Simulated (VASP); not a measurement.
# Zr (Im-3m) in VASP: further runs

Aim: see how the results for Zr move with the level of theory and the settings. Levels: PBEsol, LDA, PBE, PBE+D3(BJ). Tasks: relaxation of cell and atoms.

Program: VASP 6.6.1. These are calculated values, not measurements. Logs are shortened: lines on timing, memory, paths and dates and some standing lists are left out, and cuts for length are marked.

## (1) The structure

The structure is cubic, space group Im-3m (No. 229). The conventional cell has a = 3.582 Å, b = 3.582 Å, c = 3.582 Å, α = 90.00°, β = 90.00°, γ = 90.00°. Around Zr (site symmetry m-3m) lie 8 Zr at 3.10 Å.

This isn't the form of Zr at room conditions, which is hcp.

## (2) Relaxation of cell and atoms, PBEsol

File INCAR:

```
SYSTEM = Zr
PREC     = Accurate       ! precision mode
ENCUT    = 600            ! plane-wave cutoff, eV
EDIFF    = 1E-7           ! SCF threshold, eV
ISMEAR   = 0              ! smearing method
SIGMA    = 0.1            ! smearing width, eV
LREAL    = .False.        ! projectors in reciprocal space
LASPH    = .True.         ! aspherical terms in the spheres
NELM     = 100            ! most SCF steps
ALGO     = Normal         ! electronic algorithm
ISIF     = 3              ! what is computed and relaxed
LWAVE    = .False.        ! write WAVECAR
LCHARG   = .False.        ! write CHGCAR
GGA      = PS             ! functional
IBRION   = 2              ! ionic algorithm
NSW      = 90             ! ionic steps
EDIFFG   = -0.005         ! ionic threshold
```

File KPOINTS:

```
regular mesh
0
Gamma
  16 16 16
  0 0 0
```

File POSCAR:

```
Zr
1.0
   -1.7908472700      1.7908472700      1.7908472700
    1.7908472700     -1.7908472700      1.7908472700
    1.7908472700      1.7908472700     -1.7908472700
Zr
1
Direct
    0.0000000000      0.0000000000      0.0000000000
```

Potentials or basis: VASP PAW PBE potentials, release 64 (Zr_sv).

Launch:

```
> cat potpaw_PBE.64/Zr_sv/POTCAR > POTCAR
> mpirun -np 1 vasp_std > vasp.out
```

OUTCAR:

```text
SYSTEM = Zr
   PREC = Accurate
   ENCUT = 600
   EDIFF = 1E-7
   ISMEAR = 0
   LREAL = .False.
   LASPH = .True.
   NELM = 100
   ISIF = 3
   GGA = PS
   IBRION = 2
   NSW = 90
   EDIFFG = -0.005

 ion  position               nearest neighbor table
   1  0.000  0.000  0.000-

  LATTYP: Found a body centered cubic cell.
 ALAT       =     3.5816945400

  Lattice vectors:

 A1 = (  -1.7908472700,   1.7908472700,   1.7908472700)
 A2 = (   1.7908472700,  -1.7908472700,   1.7908472700)
 A3 = (   1.7908472700,   1.7908472700,  -1.7908472700)

Analysis of symmetry for initial positions (statically):
=====================================================================
 Subroutine PRICEL returns:
 Original cell was already a primitive cell.

 Routine SETGRP: Setting up the symmetry group for a
 body centered cubic supercell.

 Subroutine GETGRP returns: Found 48 space group operations
 (whereof 48 operations were pure point group operations)
 out of a pool of 48 trial point group operations.

The static configuration has the point symmetry O_h .

Analysis of symmetry for dynamics (positions and initial velocities):
=====================================================================
 Subroutine PRICEL returns:
 Original cell was already a primitive cell.

 Routine SETGRP: Setting up the symmetry group for a
 body centered cubic supercell.

 Subroutine GETGRP returns: Found 48 space group operations
 (whereof 48 operations were pure point group operations)
 out of a pool of 48 trial point group operations.

The dynamic configuration has the point symmetry O_h .

 Subroutine INISYM returns: Found 48 space group operations
 (whereof 48 operations are pure point group operations),
 and found     1 'primitive' translations

----------------------------------------------------------------------------------------

                                     Primitive cell

  volume of cell :      22.9739

  direct lattice vectors                    reciprocal lattice vectors
    -1.790847270  1.790847270  1.790847270     0.000000000  0.279197455  0.279197455
     1.790847270 -1.790847270  1.790847270     0.279197455  0.000000000  0.279197455
     1.790847270  1.790847270 -1.790847270     0.279197455  0.279197455  0.000000000

  length of vectors
     3.101838460  3.101838460  3.101838460     0.394844827  0.394844827  0.394844827

  position of ions in fractional coordinates (direct lattice)
     0.000000000  0.000000000  0.000000000

  ion indices of the primitive-cell ions
   primitive index   ion index
                 1           1

----------------------------------------------------------------------------------------

 KPOINTS: regular mesh

Automatic generation of k-mesh.
 Grid dimensions read from file:
 generate k-points for:   16   16   16

 Generating k-lattice:

  Cartesian coordinates                     Fractional coordinates (reciprocal lattice)
     0.000000000  0.017449841  0.017449841     0.062500000  0.000000000  0.000000000
     0.017449841  0.000000000  0.017449841     0.000000000  0.062500000  0.000000000
     0.017449841  0.017449841  0.000000000     0.000000000  0.000000000  0.062500000

  Length of vectors
     0.024677802  0.024677802  0.024677802

  Shift w.r.t. Gamma in fractional coordinates (k-lattice)
     0.000000000  0.000000000  0.000000000

 Subroutine IBZKPT returns following result:
 ===========================================

 Found    145 irreducible k-points:

 Following reciprocal coordinates:
            Coordinates               Weight
  0.000000  0.000000  0.000000      1.000000
  0.062500  0.000000  0.000000     12.000000
  0.125000  0.000000  0.000000     12.000000
  0.187500  0.000000  0.000000     12.000000
  0.250000  0.000000  0.000000     12.000000
  0.312500  0.000000  0.000000     12.000000
[... 16 lines left out ...]
  0.187500  0.187500  0.000000     24.000000
  0.250000  0.187500 -0.000000     48.000000
 [... further k-points ...]
   k-points           NKPTS =    145   k-points in BZ     NKDIM =    145   number of bands    NBANDS=     10
   number of dos      NEDOS =    301   number of ions     NIONS =      1
   total plane-waves  NPLWV =  21952
   dimension x,y,z NGX =    28 NGY =   28 NGZ =   28
   dimension x,y,z NGXF=    56 NGYF=   56 NGZF=   56
   ions per type =               1
   NGX,Y,Z   is equivalent  to a cutoff of  15.01, 15.01, 15.01 a.u.
   NGXF,Y,Z  is equivalent  to a cutoff of  30.01, 30.01, 30.01 a.u.
 SYSTEM =  Zr
   PREC   = accura    normal or accurate (medium, high low for compatibility)
   ISTART =      0    job   : 0-new  1-cont  2-samecut
   ICHARG =      2    charge: 1-file 2-atom 10-const
   ISPIN  =      1    spin polarized calculation?
   LNONCOLLINEAR =      F non collinear calculations
   LSORBIT =      F    spin-orbit coupling
   LASPH  =      T    aspherical Exc in radial PAW
   ENCUT  =  600.0 eV  44.10 Ry    6.64 a.u.   6.20  6.20  6.20*2*pi/ulx,y,z
   NELM   =    100;   NELMIN=  2; NELMDL= -5     # of ELM steps
   EDIFF  = 0.1E-06   stopping-criterion for ELM
   LREAL  =      F    real-space projection
   EDIFFG = -.5E-02   stopping-criterion for IOM
   NSW    =     90    number of steps for IOM
   IBRION =      2    ionic relax: 0-MD 1-quasi-New 2-CG
   NFREE  =      1    steps in history (QN), initial steepest desc. (CG)
   ISIF   =      3    stress and relaxation
   ISYM   =      2    0-nonsym 1-usesym 2-fastsym
   POTIM  = 0.5000    time-step for ionic-motion
   TEBEG  =    0.0;   TEEND  =   0.0 temperature during run
   PSTRESS=    0.0 pullay stress
   NELECT =      12.0000    total number of electrons
   NUPDOWN=      -1.0000    fix difference up-down
   EMIN   =  10.00;   EMAX   =-10.00  energy-range for DOS
   EFERMI =   0.00;   METHOD = LEGACY
   ISMEAR =     0;   SIGMA  =   0.10  broadening in eV -4-tet -1-fermi 0-gaus
   EFERMI_NEDOS =   21; number of points for ismear=-14 and -15
   IALGO  =     38    algorithm
   IMIX   =      4    mixing-type and parameters
     AMIX     =   0.40;   BMIX     =  1.00
     AMIX_MAG =   1.60;   BMIX_MAG =  1.00
  volume/ion in A,a.u.               =      22.97       155.04
  Fermi-wavevector in a.u.,A,eV,Ry     =   1.318429  2.491469 23.650390  1.738255
  Thomas-Fermi vector in A             =   2.448399
   LORBIT       =      0    0 simple, 1 ext, 2 COOP (PROOUT), +10 PAW based schemes
   GGA     = PS    functional components
   LHFCALC =     F    Hartree Fock is set to
   AEXX    =    0.0000 exact exchange contribution
   IVDW    =     0    specifies the selected vdW correction
   LEPSILON=     F    determine dielectric tensor
   LRPA    =     F    only Hartree local field effects (RPA)
 conjugate gradient relaxation of ions
 non-spin polarized calculation
 Gauss-broadening in eV      SIGMA  =   0.10
  energy-cutoff  :      600.00
  volume of cell :       22.97
 maximum number of plane-waves:       784
 NGX is ok and might be reduce to    28
   NGX = 13   NGY = 13   NGZ = 13

--------------------------------------- Ionic step        1  -------------------------------------------

 number of electron      12.0000000 magnetization

 Free energy of the ion-electron system (eV)
  ---------------------------------------------------
  ext. energy  EPLUGINS =         0.00000000
  ---------------------------------------------------
  free energy    TOTEN  =        -9.00373967 eV

  energy without entropy =       -8.99376795  energy(sigma->0) =       -8.99875381

------------------------ aborting loop because EDIFF is reached ----------------------------------------

  FORCE on cell =-STRESS in cart. coord.  units (eV):
  Direction    XX          YY          ZZ          XY          YZ          ZX
  --------------------------------------------------------------------------------------
  -------------------------------------------------------------------------------------
  Total       -0.6196644     -0.6196644     -0.6196644      0.0000000     -0.0000000     -0.0000000
  in kB      -43.2147014    -43.2147014    -43.2147014      0.0000000     -0.0000000     -0.0000000
  external PRESSURE =     -43.2147014 kB  Pullay stress =       0.0000000 kB

 VOLUME and BASIS-vectors are now :
 -----------------------------------------------------------------------------
  energy-cutoff  :      600.00
  volume of cell :       22.97
      direct lattice vectors                 reciprocal lattice vectors
    -1.790847270  1.790847270  1.790847270     0.000000000  0.279197455  0.279197455
     1.790847270 -1.790847270  1.790847270     0.279197455  0.000000000  0.279197455
     1.790847270  1.790847270 -1.790847270     0.279197455  0.279197455  0.000000000
[... 36 lines left out ...]
 POSITION                                       TOTAL-FORCE (eV/Angst)
 -----------------------------------------------------------------------------------
      3.47462      0.00000      0.00000         0.000000      0.000000      0.000000
 -----------------------------------------------------------------------------------
    total drift:                                0.000000     -0.000000     -0.000000

  FREE ENERGIE OF THE ION-ELECTRON SYSTEM (eV)
  ---------------------------------------------------
  free  energy   TOTEN  =        -9.0087077042 eV

  energy  without entropy=       -9.0004971613  energy(sigma->0) =       -9.00460243

--------------------------------------- Ionic step        3  -------------------------------------------

 number of electron      12.0000000 magnetization

 Free energy of the ion-electron system (eV)
  ---------------------------------------------------
  ext. energy  EPLUGINS =         0.00000000
  ---------------------------------------------------
  free energy    TOTEN  =        -9.01942635 eV

  energy without entropy =       -9.01040035  energy(sigma->0) =       -9.01491335

 E-fermi :   9.2790     XC(G=0): -11.4892

 val. band max:        9.2730040113   @ k =   0.1250   0.1250   0.0625
 cond. band min:       9.2868928429   @ k =   0.1875   0.1875   0.0000
 fundamental gap:      0.0138888317
 Fermi energy:         9.2789780005

 k-point     1 :       0.0000    0.0000    0.0000
  band No.  band energies     occupation
      1     -38.9785      2.00000
      2     -16.4112      2.00000
      3     -16.4112      2.00000
      4     -16.4112      2.00000
      5       3.8112      2.00000
      6      10.4377      0.00000
      7      10.4377      0.00000
      8      10.4377      0.00000
      9      13.0992      0.00000
     10      13.0992      0.00000

 k-point     2 :       0.0625    0.0000    0.0000
  band No.  band energies     occupation
      1     -38.9711      2.00000
      2     -16.4603      2.00000
      3     -16.4259      2.00000
      4     -16.4116      2.00000
      5       3.9551      2.00000
      6      10.3395      0.00000
      7      10.4063      0.00000
      8      10.5778      0.00000
      9      12.9409      0.00000
     10      13.0966      0.00000
[... 274 lines left out ...]
 k-point    24 :       0.2500    0.1875   -0.0000
  band No.  band energies     occupation
      1     -38.8036      2.00000
      2     -17.3452      2.00000
      3     -16.7952      2.00000
      4     -16.5143      2.00000
      5       7.0466      2.00000
      6       8.7123      2.00000
      7       9.3310      0.46204
      8      12.5552      0.00000
      9      13.8487      0.00000
     10      15.3557      0.00000

 [... further k-points ...]

------------------------ aborting loop because EDIFF is reached ----------------------------------------

  FORCE on cell =-STRESS in cart. coord.  units (eV):
  Direction    XX          YY          ZZ          XY          YZ          ZX
  --------------------------------------------------------------------------------------
  -------------------------------------------------------------------------------------
  Total       -0.0017426     -0.0017426     -0.0017426      0.0000000      0.0000000     -0.0000000
  in kB       -0.1277476     -0.1277476     -0.1277476      0.0000000      0.0000000     -0.0000000
  external PRESSURE =      -0.1277476 kB  Pullay stress =       0.0000000 kB

 VOLUME and BASIS-vectors are now :
 -----------------------------------------------------------------------------
  energy-cutoff  :      600.00
  volume of cell :       21.86
      direct lattice vectors                 reciprocal lattice vectors
    -1.761302816  1.761302816  1.761302816     0.000000000  0.283880770  0.283880770
     1.761302816 -1.761302816  1.761302816     0.283880770  0.000000000  0.283880770
     1.761302816  1.761302816 -1.761302816     0.283880770  0.283880770  0.000000000

 POSITION                                       TOTAL-FORCE (eV/Angst)
 -----------------------------------------------------------------------------------
      0.00000      0.00000      0.00000         0.000000      0.000000      0.000000
 -----------------------------------------------------------------------------------
    total drift:                               -0.000000     -0.000000     -0.000000

  FREE ENERGIE OF THE ION-ELECTRON SYSTEM (eV)
  ---------------------------------------------------
  free  energy   TOTEN  =        -9.0194263508 eV

  energy  without entropy=       -9.0104003497  energy(sigma->0) =       -9.01491335

 reached required accuracy - stopping structural energy minimisation
```

Run time: 95 s. Hardware: 1 thread of Intel Xeon Platinum 8259CL at 2.50GHz (Skylake/Cascade Lake), shared host; peak memory 0.19 GiB.

What came out:

```yaml
Free_energy: -9.0194 eV
Relaxed_volume: 21.86 Å³/atom
Relaxed_cell: a = 3.051 Å, b = 3.051 Å, c = 3.051 Å, α = 109.47°, β = 109.47°, γ = 109.47°
Space_group_after_relaxing_to_0.05_Å: Im-3m (No. 229)
Energy_gained_by_relaxing: 15.7 meV/atom
Ionic_steps: 3
Pressure_after_relaxing: 0.0 GPa
Band_gap_on_the_k_mesh: none (metal or under the smearing width)
```

Step by step:
```
step  energy change (eV)  largest force (eV/Å)  pressure (GPa)  volume (Å³)
   1              0.0000                0.0000           -4.32        22.97
   2             -0.0050                0.0000            4.01        20.97
   3             -0.0157                0.0000           -0.01        21.86
```

Final structure:
```
CELL_PARAMETERS angstrom
-1.76130 1.76130 1.76130
1.76130 -1.76130 1.76130
1.76130 1.76130 -1.76130
ATOMIC_POSITIONS crystal
Zr 0.00000 0.00000 0.00000
```

Levels at points of the mesh, in eV from the Fermi level:
| k point | band 3 | band 4 | band 5 | band 6 | band 7 | band 8 | band 9 | band 10 |
| --- | --- | --- | --- | --- | --- | --- | --- | --- |
| (0.00, 0.00, 0.00) | -25.69 | -25.69 | -5.47 | 1.16 | 1.16 | 1.16 | 3.82 | 3.82 |
| (0.50, 0.00, 0.00) | -26.06 | -25.70 | -2.96 | -0.78 | 1.89 | 3.84 | 4.57 | 6.84 |
| (0.50, 0.50, 0.50) | -26.50 | -26.50 | -2.79 | -2.79 | 6.09 | 6.09 | 6.09 | 7.88 |

Caveat: the PAW data sets were made with another functional, which shifts forces and pressure a little.

(Continued in part 2 of 2.)
